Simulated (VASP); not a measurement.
# Ta (Im-3m) in VASP: notebook

One crystal, Ta, is run at these levels: PBE; tasks: relaxation of cell and atoms.

All numbers are computed with VASP 6.6.1; they aren't measurements. Logs are shortened: lines on timing, memory, paths and dates and some standing lists are left out, and cuts for length are marked.

## 1. The crystal as given

The structure is cubic, space group Im-3m (No. 229). Conventional cell: a = 3.303 Å, b = 3.303 Å, c = 3.303 Å, α = 90.00°, β = 90.00°, γ = 90.00°. Ta (site symmetry m-3m) has 8 Ta at 2.86 Å as nearest neighbours.

## 2. Relaxation of cell and atoms, PBE, collinear spin, ferromagnetic start

Input file INCAR:

```
  PREC = Accurate
  ENCUT = 520
  EDIFF = 1E-7
  ISMEAR = 0
  SIGMA = 0.1
  LREAL = False
  LASPH = True
  NELM = 120
  ALGO = Normal
  ISIF = 3
  LWAVE = False
  LCHARG = False
  ISPIN = 2
  MAGMOM = 1
  LORBIT = 11
  LMAXMIX = 4
  GGA = PE
  IBRION = 2
  NSW = 80
  EDIFFG = -0.002
```

Input file KPOINTS:

```
Automatic mesh
0
Gamma
  18 18 18
```

Input file POSCAR:

```
Ta
1.0
   -1.6512800000      1.6512800000      1.6512800000
    1.6512800000     -1.6512800000      1.6512800000
    1.6512800000      1.6512800000     -1.6512800000
Ta
1
Direct
    0.0000000000      0.0000000000      0.0000000000
```

Potentials or basis: VASP PAW PBE potentials, release 64 (Ta_pv).

Started as:

```sh
> cat potpaw_PBE.64/Ta_pv/POTCAR > POTCAR
> mpirun -np 1 vasp_std > vasp.out
```

OUTCAR:

```text
PREC = Accurate
   ENCUT = 520
   EDIFF = 1E-7
   ISMEAR = 0
   LREAL = False
   LASPH = True
   NELM = 120
   ISIF = 3
   ISPIN = 2
   LORBIT = 11
   GGA = PE
   IBRION = 2
   NSW = 80
   EDIFFG = -0.002

 ion  position               nearest neighbor table
   1  0.000  0.000  0.000-

  LATTYP: Found a body centered cubic cell.
 ALAT       =     3.3025600000

  Lattice vectors:

 A1 = (  -1.6512800000,   1.6512800000,   1.6512800000)
 A2 = (   1.6512800000,  -1.6512800000,   1.6512800000)
 A3 = (   1.6512800000,   1.6512800000,  -1.6512800000)

Analysis of symmetry for initial positions (statically):
=====================================================================
 Subroutine PRICEL returns:
 Original cell was already a primitive cell.

 Routine SETGRP: Setting up the symmetry group for a
 body centered cubic supercell.

 Subroutine GETGRP returns: Found 48 space group operations
 (whereof 48 operations were pure point group operations)
 out of a pool of 48 trial point group operations.

The static configuration has the point symmetry O_h .

Analysis of symmetry for dynamics (positions and initial velocities):
=====================================================================
 Subroutine PRICEL returns:
 Original cell was already a primitive cell.

 Routine SETGRP: Setting up the symmetry group for a
 body centered cubic supercell.

 Subroutine GETGRP returns: Found 48 space group operations
 (whereof 48 operations were pure point group operations)
 out of a pool of 48 trial point group operations.

The dynamic configuration has the point symmetry O_h .

Analysis of structural, dynamic, and magnetic symmetry:
=====================================================================
 Subroutine PRICEL returns:
 Original cell was already a primitive cell.

 Routine SETGRP: Setting up the symmetry group for a
 body centered cubic supercell.

 Subroutine GETGRP returns: Found 48 space group operations
 (whereof 48 operations were pure point group operations)
 out of a pool of 48 trial point group operations.

The overall configuration has the point symmetry O_h .

 Subroutine INISYM returns: Found 48 space group operations
 (whereof 48 operations are pure point group operations),
 and found     1 'primitive' translations

----------------------------------------------------------------------------------------

                                     Primitive cell

  volume of cell :      18.0104

  direct lattice vectors                    reciprocal lattice vectors
    -1.651280000  1.651280000  1.651280000     0.000000000  0.302795407  0.302795407
     1.651280000 -1.651280000  1.651280000     0.302795407  0.000000000  0.302795407
     1.651280000  1.651280000 -1.651280000     0.302795407  0.302795407  0.000000000

  length of vectors
     2.860100858  2.860100858  2.860100858     0.428217371  0.428217371  0.428217371

  position of ions in fractional coordinates (direct lattice)
     0.000000000  0.000000000  0.000000000

  ion indices of the primitive-cell ions
   primitive index   ion index
                 1           1

----------------------------------------------------------------------------------------

 KPOINTS: Automatic mesh

Automatic generation of k-mesh.
 Grid dimensions read from file:
 generate k-points for:   18   18   18

 Generating k-lattice:

  Cartesian coordinates                     Fractional coordinates (reciprocal lattice)
     0.000000000  0.016821967  0.016821967     0.055555556  0.000000000  0.000000000
     0.016821967  0.000000000  0.016821967     0.000000000  0.055555556  0.000000000
     0.016821967  0.016821967  0.000000000     0.000000000  0.000000000  0.055555556

  Length of vectors
     0.023789854  0.023789854  0.023789854

  Shift w.r.t. Gamma in fractional coordinates (k-lattice)
     0.000000000  0.000000000  0.000000000

 Subroutine IBZKPT returns following result:
 ===========================================

 Found    195 irreducible k-points:

 Following reciprocal coordinates:
            Coordinates               Weight
  0.000000  0.000000  0.000000      1.000000
  0.055556  0.000000  0.000000     12.000000
  0.111111  0.000000  0.000000     12.000000
  0.166667  0.000000  0.000000     12.000000
  0.222222  0.000000  0.000000     12.000000
  0.277778  0.000000  0.000000     12.000000
[... 16 lines left out ...]
  0.333333  0.111111  0.000000     48.000000
  0.388889  0.111111  0.000000     48.000000
 [... further k-points ...]
   k-points           NKPTS =    195   k-points in BZ     NKDIM =    195   number of bands    NBANDS=     10
   number of dos      NEDOS =    301   number of ions     NIONS =      1
   total plane-waves  NPLWV =  13824
   dimension x,y,z NGX =    24 NGY =   24 NGZ =   24
   dimension x,y,z NGXF=    48 NGYF=   48 NGZF=   48
   ions per type =               1
   NGX,Y,Z   is equivalent  to a cutoff of  13.95, 13.95, 13.95 a.u.
   NGXF,Y,Z  is equivalent  to a cutoff of  27.90, 27.90, 27.90 a.u.
 SYSTEM =  unknown system
   PREC   = accura    normal or accurate (medium, high low for compatibility)
   ISTART =      0    job   : 0-new  1-cont  2-samecut
   ICHARG =      2    charge: 1-file 2-atom 10-const
   ISPIN  =      2    spin polarized calculation?
   LNONCOLLINEAR =      F non collinear calculations
   LSORBIT =      F    spin-orbit coupling
   LASPH  =      T    aspherical Exc in radial PAW
   ENCUT  =  520.0 eV  38.22 Ry    6.18 a.u.   5.32  5.32  5.32*2*pi/ulx,y,z
   NELM   =    120;   NELMIN=  2; NELMDL= -5     # of ELM steps
   EDIFF  = 0.1E-06   stopping-criterion for ELM
   LREAL  =      F    real-space projection
   EDIFFG = -.2E-02   stopping-criterion for IOM
   NSW    =     80    number of steps for IOM
   IBRION =      2    ionic relax: 0-MD 1-quasi-New 2-CG
   NFREE  =      1    steps in history (QN), initial steepest desc. (CG)
   ISIF   =      3    stress and relaxation
   ISYM   =      2    0-nonsym 1-usesym 2-fastsym
   POTIM  = 0.5000    time-step for ionic-motion
   TEBEG  =    0.0;   TEEND  =   0.0 temperature during run
   PSTRESS=    0.0 pullay stress
   NELECT =      11.0000    total number of electrons
   NUPDOWN=      -1.0000    fix difference up-down
   EMIN   =  10.00;   EMAX   =-10.00  energy-range for DOS
   EFERMI =   0.00;   METHOD = LEGACY
   ISMEAR =     0;   SIGMA  =   0.10  broadening in eV -4-tet -1-fermi 0-gaus
   EFERMI_NEDOS =   21; number of points for ismear=-14 and -15
   IALGO  =     38    algorithm
   IMIX   =      4    mixing-type and parameters
     AMIX     =   0.40;   BMIX     =  1.00
     AMIX_MAG =   1.60;   BMIX_MAG =  1.00
  volume/ion in A,a.u.               =      18.01       121.54
  Fermi-wavevector in a.u.,A,eV,Ry     =   1.388988  2.624806 26.249534  1.929286
  Thomas-Fermi vector in A             =   2.513061
   LORBIT       =     11    0 simple, 1 ext, 2 COOP (PROOUT), +10 PAW based schemes
   GGA     = PE    functional components
   LHFCALC =     F    Hartree Fock is set to
   AEXX    =    0.0000 exact exchange contribution
   IVDW    =     0    specifies the selected vdW correction
   LEPSILON=     F    determine dielectric tensor
   LRPA    =     F    only Hartree local field effects (RPA)
 conjugate gradient relaxation of ions
 spin polarized calculation
 Gauss-broadening in eV      SIGMA  =   0.10
  energy-cutoff  :      520.00
  volume of cell :       18.01
 maximum number of plane-waves:       498
 NGX is ok and might be reduce to    24
   NGX = 11   NGY = 11   NGZ = 11

--------------------------------------- Ionic step        1  -------------------------------------------

 number of electron      11.0000002 magnetization       0.0001289

 number of electron      11.0000002 magnetization      -0.0001066

 Free energy of the ion-electron system (eV)
  ---------------------------------------------------
  ext. energy  EPLUGINS =         0.00000000
  ---------------------------------------------------
  free energy    TOTEN  =       -11.81363495 eV

  energy without entropy =      -11.80757940  energy(sigma->0) =      -11.81060717

------------------------ aborting loop because EDIFF is reached ----------------------------------------

  FORCE on cell =-STRESS in cart. coord.  units (eV):
  Direction    XX          YY          ZZ          XY          YZ          ZX
  --------------------------------------------------------------------------------------
  -------------------------------------------------------------------------------------
  Total        0.3426517      0.3426517      0.3426517      0.0000000      0.0000000      0.0000000
  in kB       30.4818483     30.4818483     30.4818483      0.0000000      0.0000000      0.0000000
  external PRESSURE =      30.4818483 kB  Pullay stress =       0.0000000 kB
[... 90 lines left out ...]
  FREE ENERGIE OF THE ION-ELECTRON SYSTEM (eV)
  ---------------------------------------------------
  free  energy   TOTEN  =       -11.8162245916 eV

  energy  without entropy=      -11.8101364206  energy(sigma->0) =      -11.81318051

[... ionic steps 4 to 12 ...]

--------------------------------------- Ionic step       13  -------------------------------------------

 number of electron      11.0000001 magnetization       0.0000000

------------------------ aborting loop because EDIFF is reached ----------------------------------------
[... 67 lines left out ...]
 number of electron      11.0000001 magnetization       0.0000000

 number of electron      11.0000001 magnetization      -0.0000000

 Free energy of the ion-electron system (eV)
  ---------------------------------------------------
  ext. energy  EPLUGINS =         0.00000000
  ---------------------------------------------------
  free energy    TOTEN  =       -11.81622492 eV

  energy without entropy =      -11.81013718  energy(sigma->0) =      -11.81318105

 E-fermi :   5.3746     XC(G=0): -12.5409

 val. band max:        5.3541368602   @ k =   0.1111   0.1111   0.0000
 cond. band min:       5.3763337478   @ k =   0.3333   0.1667   0.0556
 fundamental gap:      0.0221968876
 Fermi energy:         5.3745784306

 spin component 1

 k-point     1 :       0.0000    0.0000    0.0000
  band No.  band energies     occupation
      1     -27.7660      1.00000
      2     -27.7660      1.00000
      3     -27.7660      1.00000
      4      -2.4935      1.00000
      5       6.0996      0.00000
      6       6.0996      0.00000
      7       6.0996      0.00000
      8       9.3194      0.00000
      9       9.3194      0.00000
     10      20.0117      0.00000
[... 287 lines left out ...]
 k-point    24 :       0.3889    0.1111    0.0000
  band No.  band energies     occupation
      1     -28.8133      1.00000
      2     -28.1579      1.00000
      3     -27.8215      1.00000
      4       1.4376      1.00000
      5       3.9830      1.00000
      6       5.9801      0.00000
      7       9.0651      0.00000
      8      10.3315      0.00000
      9      13.1165      0.00000
     10      16.6422      0.00000

 [... further k-points ...]

 spin component 2

 k-point     1 :       0.0000    0.0000    0.0000
  band No.  band energies     occupation
      1     -27.7660      1.00000
      2     -27.7660      1.00000
      3     -27.7660      1.00000
      4      -2.4935      1.00000
      5       6.0996      0.00000
      6       6.0996      0.00000
      7       6.0996      0.00000
      8       9.3194      0.00000
      9       9.3194      0.00000
     10      20.0117      0.00000
[... 327 lines left out ...]
  FREE ENERGIE OF THE ION-ELECTRON SYSTEM (eV)
  ---------------------------------------------------
  free  energy   TOTEN  =       -11.8162249210 eV

  energy  without entropy=      -11.8101371834  energy(sigma->0) =      -11.81318105

 reached required accuracy - stopping structural energy minimisation

 total charge

# of ion       s       p       d       tot
------------------------------------------
    1        0.368   6.166   2.373   8.906

 magnetization (x)

# of ion       s       p       d       tot
------------------------------------------
    1       -0.000   0.000   0.000   0.000
```

It took 2.3 min on 1 thread of Intel Xeon Platinum 8488C (Sapphire Rapids), shared host; peak memory 0.2 GiB.

Results:

```yaml
Free_energy: -11.8162 eV
Relaxed_volume: 18.29 Å³/atom
Relaxed_cell: a = 2.875 Å, b = 2.875 Å, c = 2.875 Å, α = 109.47°, β = 109.47°, γ = 109.47°
Space_group_after_relaxing_to_0.05_Å: Im-3m (No. 229)
Energy_gained_by_relaxing: 2.6 meV/atom
Ionic_steps: 15
Pressure_after_relaxing: 0.0 GPa
Band_gap_on_the_k_mesh: none (metal or under the smearing width)
Net_moment: 0.00 μB per cell
Valence_electrons_inside_the_program's_atomic_spheres: Ta 8.91
```

Step by step:
```csv
step,energy change (eV),largest force (eV/Å),pressure (GPa),volume (Å³)
1,0.0000,0.0000,3.05,18.01
2,0.0101,0.0000,-6.23,18.92
3,-0.0026,0.0000,-0.03,18.29
4,-0.0026,0.0000,0.03,18.28
5,-0.0026,0.0000,0.04,18.28
6,-0.0026,0.0000,0.04,18.28
7,-0.0026,0.0000,0.03,18.28
8,-0.0026,0.0000,0.03,18.28
9,-0.0026,0.0000,0.03,18.28
10,-0.0026,0.0000,0.03,18.28
11,-0.0026,0.0000,0.03,18.28
12,-0.0026,0.0000,0.03,18.28
13,-0.0026,0.0000,0.03,18.28
14,-0.0026,0.0000,0.03,18.28
15,-0.0026,0.0000,0.01,18.29
```

Final structure:
```cif
data_structure
_symmetry_space_group_name_H-M 'P 1'
_symmetry_Int_Tables_number 1
_cell_length_a 2.8746
_cell_length_b 2.8746
_cell_length_c 2.8746
_cell_angle_alpha 109.471
_cell_angle_beta 109.471
_cell_angle_gamma 109.471
_cell_volume 18.29
loop_
_atom_site_label
_atom_site_type_symbol
_atom_site_fract_x
_atom_site_fract_y
_atom_site_fract_z
_atom_site_occupancy
Ta1 Ta 0.00000 0.00000 0.00000 1
```

Levels at points of the mesh, in eV from the Fermi level:
Spin up:
| k point | band 2 | band 3 | band 4 | band 5 | band 6 | band 7 | band 8 | band 9 |
| --- | --- | --- | --- | --- | --- | --- | --- | --- |
| (0.00, 0.00, 0.00) | -33.14 | -33.14 | -7.87 | 0.73 | 0.73 | 0.73 | 3.94 | 3.94 |
| (0.50, 0.00, 0.00) | -33.50 | -33.15 | -4.32 | -1.51 | 1.51 | 3.82 | 4.83 | 7.64 |
| (0.50, 0.50, 0.50) | -33.92 | -33.92 | -3.72 | -3.72 | 6.70 | 6.70 | 6.70 | 8.51 |
Spin down:
```
           k point  band 3  band 4  band 5  band 6  band 7  band 8
(0.00, 0.00, 0.00)  -33.14   -7.87    0.73    0.73    0.73    3.94
(0.50, 0.00, 0.00)  -33.15   -4.32   -1.51    1.51    3.82    4.83
(0.50, 0.50, 0.50)  -33.92   -3.72   -3.72    6.70    6.70    6.70
```

Spin-orbit coupling is left out, which matters for the levels of Ta. PBE usually gives volumes a little too large and moduli too small.

## 3. Relaxation of cell and atoms, PBE, collinear spin, ferromagnetic start

This run uses another cell than the first one, of 18.29 Å³/atom, 1.015 times its volume.

INCAR is that of step 2.

KPOINTS is that of step 2.

Input file POSCAR:

```
Ta                                      
1.0
   -1.6596469980      1.6596469980      1.6596469980
    1.6596469980     -1.6596469980      1.6596469980
    1.6596469980      1.6596469980     -1.6596469980
  Ta            
     1
Direct
     0.0000000000000000    0.0000000000000000    0.0000000000000000
```

Potentials or basis: VASP PAW PBE potentials, release 64 (Ta_pv).

Started as:

```sh
> cat potpaw_PBE.64/Ta_pv/POTCAR > POTCAR
> mpirun -np 1 vasp_std > vasp.out
```

Run time: 30 s. Hardware: 1 thread of Intel Xeon Platinum 8488C (Sapphire Rapids), shared host; peak memory 0.19 GiB.

Results (log left out):

```
Free energy                                           : -11.8163 eV
Pressure after relaxing                               : 0.0 GPa
Band gap on the k mesh                                : none (metal or under the smearing width)
Net moment                                            : 0.00 μB per cell
Valence electrons inside the program's atomic spheres : Ta 8.91
```

Final structure:
```cif
data_structure
_symmetry_space_group_name_H-M 'P 1'
_symmetry_Int_Tables_number 1
_cell_length_a 2.8746
_cell_length_b 2.8746
_cell_length_c 2.8746
_cell_angle_alpha 109.471
_cell_angle_beta 109.471
_cell_angle_gamma 109.471
_cell_volume 18.29
loop_
_atom_site_label
_atom_site_type_symbol
_atom_site_fract_x
_atom_site_fract_y
_atom_site_fract_z
_atom_site_occupancy
Ta1 Ta 0.00000 0.00000 0.00000 1
```

Levels at points of the mesh, in eV from the Fermi level:
Spin up:
| k point | band 1 | band 2 | band 3 | band 4 | band 5 | band 6 | band 7 | band 8 | band 9 | band 10 |
| --- | --- | --- | --- | --- | --- | --- | --- | --- | --- | --- |
| (0.00, 0.00, 0.00) | -33.14 | -33.14 | -33.14 | -7.87 | 0.72 | 0.72 | 0.72 | 3.94 | 3.94 | 14.93 |
| (0.50, 0.00, 0.00) | -34.26 | -33.50 | -33.15 | -4.32 | -1.51 | 1.51 | 3.82 | 4.83 | 7.64 | 11.48 |
| (0.50, 0.50, 0.50) | -33.92 | -33.92 | -33.92 | -3.72 | -3.72 | 6.70 | 6.70 | 6.70 | 8.51 | 8.51 |
Spin down:
```tsv
k point	band 2	band 3	band 4	band 5	band 6	band 7	band 8	band 9
(0.00, 0.00, 0.00)	-33.14	-33.14	-7.87	0.72	0.72	0.72	3.94	3.94
(0.50, 0.00, 0.00)	-33.50	-33.15	-4.32	-1.51	1.51	3.82	4.83	7.64
(0.50, 0.50, 0.50)	-33.92	-33.92	-3.72	-3.72	6.70	6.70	6.70	8.51
```

Caveat: the relaxation stopped at its first step, so nothing moved.
